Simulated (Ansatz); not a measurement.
# Ca on Mg(0001): change of the work function, part 2 of 3

Aim: the work function of Mg(0001) at several coverages of Ca (fcc site), and the dipole that each adsorbate carries.

Ansatz 0.2.0; plane-wave DFT, PBE, Ansatz PAW.

So far, work function, upper face (eV): step 2 (the clean slab) 3.79.

**3. Adsorbate added, k-mesh 4×4×1, coverage 0.111 ML**

System of this step: Ca/Mg(0001). The cell holds 37 atoms: 36 Mg and 1 Ca. Its edges and angles: a = 9.630 Å, b = 9.630 Å, c = 28.536 Å, α = 90.0°, β = 90.0°, γ = 60.0°. Vacuum lies along c.

The clean slab as it ended is repeated in the plane and the adsorbate is set on one face; the cell's size fixes the coverage, and the k-mesh shrinks with it to keep the sampling density about even. Adsorbate and upper layers relax, since the dipole depends on the height.

Input file input.yaml:

```yaml
crystal:
  lattice:
    - [9.6299999999, 0.0, 0.0]
    - [4.815, 8.3398246384, 0.0]
    - [0.0, 0.0, 28.5364019173]
  atoms:
    - { symbol: Mg, position: [0.2222222222, 0.2222222222, 0.3153866429] }
    - { symbol: Mg, position: [0.0, 0.0, 0.4067268197] }
    - { symbol: Mg, position: [0.2222222222, 0.2222222222, 0.4982456274] }
    - { symbol: Mg, position: [0.0, 0.0, 0.5904124435] }
    - { symbol: Mg, position: [0.2222222222, 0.5555555556, 0.3153866429] }
    - { symbol: Mg, position: [0.0, 0.3333333333, 0.4067268197] }
    - { symbol: Mg, position: [0.2222222222, 0.5555555556, 0.4982456274] }
    - { symbol: Mg, position: [0.0, 0.3333333333, 0.5904124435] }
    - { symbol: Mg, position: [0.2222222222, 0.8888888889, 0.3153866429] }
    - { symbol: Mg, position: [0.0, 0.6666666667, 0.4067268197] }
    - { symbol: Mg, position: [0.2222222222, 0.8888888889, 0.4982456274] }
    - { symbol: Mg, position: [0.0, 0.6666666667, 0.5904124435] }
    - { symbol: Mg, position: [0.5555555556, 0.2222222222, 0.3153866429] }
    - { symbol: Mg, position: [0.3333333333, 0.0, 0.4067268197] }
    - { symbol: Mg, position: [0.5555555556, 0.2222222222, 0.4982456274] }
    - { symbol: Mg, position: [0.3333333333, 0.0, 0.5904124435] }
    - { symbol: Mg, position: [0.5555555556, 0.5555555556, 0.3153866429] }
    - { symbol: Mg, position: [0.3333333333, 0.3333333333, 0.4067268197] }
    - { symbol: Mg, position: [0.5555555556, 0.5555555556, 0.4982456274] }
    - { symbol: Mg, position: [0.3333333333, 0.3333333333, 0.5904124435] }
    - { symbol: Mg, position: [0.5555555556, 0.8888888889, 0.3153866429] }
    - { symbol: Mg, position: [0.3333333333, 0.6666666667, 0.4067268197] }
    - { symbol: Mg, position: [0.5555555556, 0.8888888889, 0.4982456274] }
    - { symbol: Mg, position: [0.3333333333, 0.6666666667, 0.5904124435] }
    - { symbol: Mg, position: [0.8888888889, 0.2222222222, 0.3153866429] }
    - { symbol: Mg, position: [0.6666666667, 0.0, 0.4067268197] }
    - { symbol: Mg, position: [0.8888888889, 0.2222222222, 0.4982456274] }
    - { symbol: Mg, position: [0.6666666667, 0.0, 0.5904124435] }
    - { symbol: Mg, position: [0.8888888889, 0.5555555556, 0.3153866429] }
    - { symbol: Mg, position: [0.6666666667, 0.3333333333, 0.4067268197] }
    - { symbol: Mg, position: [0.8888888889, 0.5555555556, 0.4982456274] }
    - { symbol: Mg, position: [0.6666666667, 0.3333333333, 0.5904124435] }
    - { symbol: Mg, position: [0.8888888889, 0.8888888889, 0.3153866429] }
    - { symbol: Mg, position: [0.6666666667, 0.6666666667, 0.4067268197] }
    - { symbol: Mg, position: [0.8888888889, 0.8888888889, 0.4982456274] }
    - { symbol: Mg, position: [0.6666666667, 0.6666666667, 0.5904124435] }
    - { symbol: Ca, position: [0.1111111111, 0.1111111111, 0.6846133571] }
kpoints:
  mp_grid: { grid: [4, 4, 1] }
hamiltonian:
  xc: pbe
scf:
  occupations: { method: fermi_dirac, width: 0.1 }
  convergence: { dr2_threshold: 1.0e-08 }
efield:
  axis: 3
  dipole_correction: true
  ramp_position: 0.97
  ramp_width: 0.06
relax:
  f_tol: 0.02
  max_steps: 60
  constraints:
    - { sites: [0, 1, 4, 5, 8, 9, 12, 13, 16, 17, 20, 21, 24, 25, 28, 29, 32, 33] }
output:
  write_potential: true
  write_density: true
  volumetric_format: npy
```

Started as:

```bash
$ ansatz run input.yaml --threads 4 --pin off --max-ram 16384MiB --backend cpu --events-out ev --progress --plain --runs-dir out
```

Numbers of over 12 decimals in the logs are rounded to 6 here.

Log:

```text
[...]
Crystal: 37 atoms, lattice volume = 2291.830 Å³
Basis set: ecut = 420 eV, 44801 PW (Γ), exchange–correlation on 144×144×384 points (8 copies of the dense FFT grid, shifted against one another)
Bands: 222, of which v1, the nominal top of the filled ones, is band 185 counted from 1 (184 counted from 0)
Symmetry: 6 space group operations
[...]
k-points: 4 of 16 (time reversal used)
[...]
SCF iter   1: F=—  HF=-71067.786212 eV  |F-HF|=—  |Δ(HF+E_count)|=         —  Δρ=8.84e-4  dr2=9.60e-2  ethr=1.77e-3  p=0.451 e·Å  D=3.56e-2 V/Å  ΔV_dip=-1.02 eV  dr2_dipole=5.23e-3  V_vac-E_F(+/−)=2.76/3.78 eV  ⟨swp⟩=16.0  Hψ=5274  notcnv=0  defer=4
[...]
SCF iter   9: F=-71067.781295 eV  HF=-71067.781295 eV  |F-HF|=1.46e-10  |Δ(HF+E_count)|=   9.69e-9  Δρ=1.55e-7  dr2=1.20e-9  ethr=2.70e-12  p=0.469 e·Å  D=3.70e-2 V/Å  ΔV_dip=-1.06 eV  dr2_dipole=2.37e-10  V_vac-E_F(+/−)=2.69/3.74 eV  ⟨swp⟩=9.8  Hψ=5018  notcnv=0
SCF 1 converged in 9 iterations: F = -71067.781295 eV  dr2 = 1.20e-9
[...]
relax step   1: F+E_penalty+E_count = -71067.78129499 eV  Δ(F+E_penalty+E_count) = +0.000e0 eV  max|allowed force component| = 1.404e-1 eV/Å  Δτ_max = 0.0000 Å  (9 SCF iters, accepted)
[...]
SCF iter   8: F=-71067.829943 eV  HF=-71067.829943 eV  |F-HF|=2.85e-9  |Δ(HF+E_count)|=   6.43e-8  Δρ=2.09e-7  dr2=2.19e-9  ethr=2.70e-12  p=0.475 e·Å  D=3.75e-2 V/Å  ΔV_dip=-1.07 eV  dr2_dipole=4.29e-12  V_vac-E_F(+/−)=2.67/3.75 eV  ⟨swp⟩=9.5  Hψ=5028  notcnv=0
SCF 2 converged in 8 iterations: F = -71067.829943 eV  dr2 = 2.19e-9
[...]
relax step   2: F+E_penalty+E_count = -71067.82994287 eV  Δ(F+E_penalty+E_count) = -4.865e-2 eV  max|allowed force component| = 5.301e-2 eV/Å  Δτ_max = 0.1141 Å  (8 SCF iters, accepted)
SCF iter   1: F=—  HF=-71067.847448 eV  |F-HF|=—  |Δ(HF+E_count)|=         —  Δρ=6.15e-4  dr2=3.56e-2  ethr=1.67e-4  p=0.475 e·Å  D=3.75e-2 V/Å  ΔV_dip=-1.07 eV  dr2_dipole=7.92e-3  V_vac-E_F(+/−)=2.67/3.74 eV  ⟨swp⟩=6.5  Hψ=2048  notcnv=0
[...]
SCF iter   8: F=-71067.845445 eV  HF=-71067.845445 eV  |F-HF|=2.52e-9  |Δ(HF+E_count)|=   5.15e-8  Δρ=1.90e-7  dr2=1.80e-9  ethr=2.70e-12  p=0.480 e·Å  D=3.79e-2 V/Å  ΔV_dip=-1.08 eV  dr2_dipole=5.97e-11  V_vac-E_F(+/−)=2.66/3.74 eV  ⟨swp⟩=9.5  Hψ=5009  notcnv=0
SCF 3 converged in 8 iterations: F = -71067.845445 eV  dr2 = 1.80e-9
[...]
relax step   3: F+E_penalty+E_count = -71067.84544489 eV  Δ(F+E_penalty+E_count) = -1.550e-2 eV  max|allowed force component| = 3.003e-2 eV/Å  Δτ_max = 0.1069 Å  (8 SCF iters, accepted)
SCF iter   1: F=—  HF=-71067.845739 eV  |F-HF|=—  |Δ(HF+E_count)|=         —  Δρ=7.16e-5  dr2=4.79e-4  ethr=7.98e-7  p=0.480 e·Å  D=3.79e-2 V/Å  ΔV_dip=-1.08 eV  dr2_dipole=8.98e-9  V_vac-E_F(+/−)=2.66/3.74 eV  ⟨swp⟩=4.0  Hψ=1568  notcnv=0
[...]
SCF iter   6: F=-71067.845776 eV  HF=-71067.845776 eV  |F-HF|=3.86e-9  |Δ(HF+E_count)|=   2.24e-8  Δρ=2.50e-7  dr2=3.01e-9  ethr=2.70e-12  p=0.481 e·Å  D=3.80e-2 V/Å  ΔV_dip=-1.08 eV  dr2_dipole=1.80e-10  V_vac-E_F(+/−)=2.66/3.74 eV  ⟨swp⟩=9.0  Hψ=4956  notcnv=0
SCF 4 converged in 6 iterations: F = -71067.845776 eV  dr2 = 3.01e-9
relax step   4: F+E_penalty+E_count = -71067.84577567 eV  Δ(F+E_penalty+E_count) = -3.308e-4 eV  max|allowed force component| = 8.778e-3 eV/Å  Δτ_max = 0.0098 Å  (6 SCF iters, accepted)
NSCF: frozen V_eff on 4 k-points
[...]
SCF converged after 6 iterations
Free energy (F): -71067.845776 eV
[...]
Internal energy: -71067.220126 eV  (E = F + TS)
E sigma→0 (E₀):  -71067.532951 eV
Entropy (-TS):   -0.625650 eV (-16.909 meV/atom)
Fermi energy:    0.193036 eV
Dipole field:    D = 0.038000 V/Å  (p = 0.481290 e·Å, saw-weighted, corrected)
Work function:   Φ+ = 2.6600 eV   Φ− = 3.7443 eV
[...]
--- Forces (eV/Å), atoms counted from 1 ---
  atom   1  Mg    -0.00711457    -0.00410760    -0.03356229
  atom   2  Mg    -0.00467275    -0.00269781     0.01349643
  atom   3  Mg    -0.00323659    -0.00186864     0.00025573
  atom   4  Mg     0.00345518     0.00199485    -0.00570538
  atom   5  Mg     0.00639621    -0.00369285    -0.02258432
  atom   6  Mg     0.00000000     0.00539563     0.01349643
  atom   7  Mg     0.00087930    -0.00050766     0.00038610
  atom   8  Mg    -0.00000000    -0.00398970    -0.00570538
  atom   9  Mg     0.00000000     0.00821520    -0.03356229
  atom  10  Mg     0.02026138    -0.01169791     0.02487168
  atom  11  Mg     0.00000000     0.00373729     0.00025573
  atom  12  Mg     0.00061969    -0.00035778     0.00154450
  atom  13  Mg     0.00000000     0.00738571    -0.02258432
  atom  14  Mg     0.00467275    -0.00269781     0.01349643
  atom  15  Mg     0.00000000     0.00101533     0.00038610
  atom  16  Mg    -0.00345518     0.00199485    -0.00570538
  atom  17  Mg    -0.00639621    -0.00369285    -0.02258432
  atom  18  Mg     0.03437430     0.01984601     0.04501599
  atom  19  Mg    -0.00087930    -0.00050766     0.00038610
  atom  20  Mg    -0.00189993    -0.00109692     0.00042560
  atom  21  Mg     0.00580289    -0.00335030    -0.02753525
  atom  22  Mg    -0.00000000    -0.03969202     0.04501599
  atom  23  Mg    -0.00250949     0.00144885     0.00046173
  atom  24  Mg     0.00000000     0.00219385     0.00042560
  atom  25  Mg     0.00711457    -0.00410760    -0.03356229
  atom  26  Mg     0.00000000     0.02339583     0.02487168
  atom  27  Mg     0.00323659    -0.00186864     0.00025573
  atom  28  Mg     0.00000000     0.00071556     0.00154450
  atom  29  Mg     0.00000000     0.00670061    -0.02753525
  atom  30  Mg    -0.03437430     0.01984601     0.04501599
  atom  31  Mg    -0.00000000    -0.00289771     0.00046173
  atom  32  Mg     0.00189993    -0.00109692     0.00042560
  atom  33  Mg    -0.00580289    -0.00335030    -0.02753525
  atom  34  Mg    -0.02026138    -0.01169791     0.02487168
  atom  35  Mg     0.00250949     0.00144885     0.00046173
  atom  36  Mg    -0.00061969    -0.00035778     0.00154450
  atom  37  Ca     0.00000000     0.00000000     0.00877819
  max |Σ_I F_I| component: 1.03e-5 eV/Å
--- Band table (eV) ---
  k-point 0: bands = [... 181 lower, -0.1133, -0.1133, 0.3320, 0.4794, 0.4794, 0.5408, 0.5577, 0.5577, ... 33 higher]
  k-point 1: bands = [... 181 lower, 0.0006, 0.0051, 0.0627, 0.2517, 0.2528, 0.4645, 0.6220, 0.6842, ... 33 higher]
  k-point 2: bands = [... 181 lower, -0.4029, 0.2326, 0.2518, 0.2770, 0.2885, 0.3414, 0.3824, 0.4553, ... 33 higher]
  k-point 3: bands = [... 181 lower, -0.4464, -0.2517, -0.2435, -0.1555, -0.0191, 0.1873, 0.2160, 0.6276, ... 33 higher]
--- Relaxed structure (4 steps of the walk, 4 accepted, 0 SCFs on fresh bases) ---
  F+E_penalty+E_count = -71067.84577567 eV   max|allowed force component| = 8.778e-3 eV/Å
  atoms:
    - { symbol: Mg, position: [0.222222, 0.222222, 0.3153866429] }
    - { symbol: Mg, position: [1.1111101403313757e-11, 1.1111101403313755e-11, 0.406727] }
    - { symbol: Mg, position: [0.223592, 0.223592, 0.496892] }
    - { symbol: Mg, position: [-0.00361027, -0.00361027, 0.584800] }
    - { symbol: Mg, position: [0.222222, 0.555556, 0.3153866429] }
    - { symbol: Mg, position: [1.1111084274872951e-11, 0.333333, 0.406727] }
    - { symbol: Mg, position: [0.222542, 0.555396, 0.499625] }
    - { symbol: Mg, position: [-0.00361027, 0.340554, 0.584800] }
    - { symbol: Mg, position: [0.222222, 0.888889, 0.3153866429] }
    - { symbol: Mg, position: [-2.2222224060897133e-11, 0.666667, 0.406727] }
    - { symbol: Mg, position: [0.223592, 0.886149, 0.496892] }
    - { symbol: Mg, position: [-0.00112239, 0.667228, 0.590922] }
    - { symbol: Mg, position: [0.555556, 0.222222, 0.3153866429] }
    - { symbol: Mg, position: [0.333333, 1.1111101403313755e-11, 0.406727] }
    - { symbol: Mg, position: [0.555396, 0.222542, 0.499625] }
    - { symbol: Mg, position: [0.340554, -0.00361027, 0.584800] }
    - { symbol: Mg, position: [0.555556, 0.555556, 0.3153866429] }
    - { symbol: Mg, position: [0.333333, 0.333333, 0.406727] }
    - { symbol: Mg, position: [0.555396, 0.555396, 0.499625] }
    - { symbol: Mg, position: [0.331853, 0.331853, 0.593539] }
    - { symbol: Mg, position: [0.555556, 0.888889, 0.3153866429] }
    - { symbol: Mg, position: [0.333333, 0.666667, 0.406727] }
    - { symbol: Mg, position: [0.558333, 0.887500, 0.496914] }
    - { symbol: Mg, position: [0.331853, 0.669627, 0.593539] }
    - { symbol: Mg, position: [0.888889, 0.222222, 0.3153866429] }
    - { symbol: Mg, position: [0.666667, -2.222223468803194e-11, 0.406727] }
    - { symbol: Mg, position: [0.886149, 0.223592, 0.496892] }
    - { symbol: Mg, position: [0.667228, -0.00112239, 0.590922] }
    - { symbol: Mg, position: [0.888889, 0.555556, 0.3153866429] }
    - { symbol: Mg, position: [0.666667, 0.333333, 0.406727] }
    - { symbol: Mg, position: [0.887500, 0.558333, 0.496914] }
    - { symbol: Mg, position: [0.669627, 0.331853, 0.593539] }
    - { symbol: Mg, position: [0.888889, 0.888889, 0.3153866429] }
    - { symbol: Mg, position: [0.666667, 0.666667, 0.406727] }
    - { symbol: Mg, position: [0.887500, 0.887500, 0.496914] }
    - { symbol: Mg, position: [0.667228, 0.667228, 0.590922] }
    - { symbol: Ca, position: [0.111111, 0.111111, 0.676528] }
```

The job ended after 5.3 min (4 threads of Arm Neoverse V1, shared host; peak memory 8.1 GiB).

Relaxation path:

| step | energy less that of the first step (eV) | largest force component (eV/Å) |
| --- | --- | --- |
| 1 | 0.0000 | 0.1404 |
| 2 | -0.0486 | 0.0530 |
| 3 | -0.0642 | 0.0300 |
| 4 | -0.0645 | 0.0088 |

The run keeps the 6 symmetry operations that it works with, so distortions that break them were not tested.

The atoms that moved most (Å):

| atom | dx | dy | dz | length |
| --- | --- | --- | --- | --- |
| Ca37 | 0.000 | 0.000 | -0.231 | 0.231 |
| Mg4 | -0.052 | -0.030 | -0.160 | 0.171 |
| Mg16 | 0.052 | -0.030 | -0.160 | 0.171 |
| Mg8 | 0.000 | 0.060 | -0.160 | 0.171 |
| Mg20 | -0.021 | -0.012 | 0.089 | 0.093 |
| Mg24 | 0.000 | 0.025 | 0.089 | 0.093 |
| Mg32 | 0.021 | -0.012 | 0.089 | 0.093 |
| Mg11 | 0.000 | -0.023 | -0.039 | 0.045 |

The relaxed structure:

```xyz
37
Lattice="9.6300 0.0000 0.0000 4.8150 8.3398 0.0000 0.0000 0.0000 28.5364" Properties=species:S:1:pos:R:3
Mg    3.2100    1.8533    9.0000
Mg    0.0000    0.0000   11.6065
Mg    3.2298    1.8647   14.1795
Mg   -0.0522   -0.0301   16.6881
Mg    4.8150    4.6332    9.0000
Mg    1.6050    2.7799   11.6065
Mg    4.8173    4.6319   14.2575
Mg    1.6050    2.8402   16.6881
Mg    6.4200    7.4132    9.0000
Mg    3.2100    5.5599   11.6065
Mg    6.4200    7.3903   14.1795
Mg    3.2019    5.5646   16.8628
Mg    6.4200    1.8533    9.0000
Mg    3.2100    0.0000   11.6065
Mg    6.4200    1.8560   14.2575
Mg    3.2622   -0.0301   16.6881
Mg    8.0250    4.6332    9.0000
Mg    4.8150    2.7799   11.6065
Mg    8.0227    4.6319   14.2575
Mg    4.7936    2.7676   16.9375
Mg    9.6300    7.4132    9.0000
Mg    6.4200    5.5599   11.6065
Mg    9.6501    7.4016   14.1801
Mg    6.4200    5.5846   16.9375
Mg    9.6300    1.8533    9.0000
Mg    6.4200    0.0000   11.6065
Mg    9.6102    1.8647   14.1795
Mg    6.4200   -0.0094   16.8628
Mg   11.2350    4.6332    9.0000
Mg    8.0250    2.7799   11.6065
Mg   11.2350    4.6564   14.1801
Mg    8.0464    2.7676   16.9375
Mg   12.8400    7.4132    9.0000
Mg    9.6300    5.5599   11.6065
Mg   12.8199    7.4016   14.1801
Mg    9.6381    5.5646   16.8628
Ca    1.6050    0.9266   19.3057
```

This step gave:

| Item | Value |
| --- | --- |
| energy at zero smearing | -71067.5330 eV |
| work function, upper face | 2.660 eV |
| work function, lower face | 3.744 eV |
| dipole along the normal | 0.4813 e·Å |
| step between the vacuum levels | -1.084 eV |

Running mean over 2.60652 Å of the planar mean; the ramp of the sawtooth is left out. Electron's electrostatic potential energy less the Fermi level against z:

| z (Å) | electron's electrostatic potential energy less the Fermi level (eV) |
| --- | --- |
| 4 | 3.74 |
| 5 | 3.73 |
| 6 | 3.60 |
| 7 | 2.57 |
| 8 | -2.11 |
| 9 | -4.03 |
| 10 | -4.04 |
| 11 | -4.02 |
| 12 | -4.01 |
| 13 | -4.05 |
| 14 | -4.02 |
| 15 | -4.00 |
| 16 | -3.97 |
| 17 | -3.97 |
| 18 | -1.87 |
| 19 | 1.37 |
| 20 | 1.80 |
| 21 | 2.34 |
| 22 | 2.60 |
| 23 | 2.65 |
| 24 | 2.66 |
| 25 | 2.66 |

The relaxation took 4 steps and lowered the energy by 0.064 eV; the largest force on the free atoms ends at 0.0088 eV/Å.

The covered face has 2.66 eV, -1.13 eV against the clean one; the bare back face has moved by -0.05 eV, a measure of how thin the slab is.

(Part 2 of 3 ends here.)

[Logs are printed without paths, hosts, clocks, repeated set-up lines and the standing remarks that a program may print on its own settings, such as how far it seeks lower states.]

[Hosts, paths, dates, database ids (printed as entryN), source tags and the programs' standing remarks are cut or masked in the printed files.]

[Maps of the electrostatic potential energy from Ansatz leave out the sawtooth potential of an applied field or a dipole correction, so their vacuum need not be flat; planar profiles and work functions include it.]
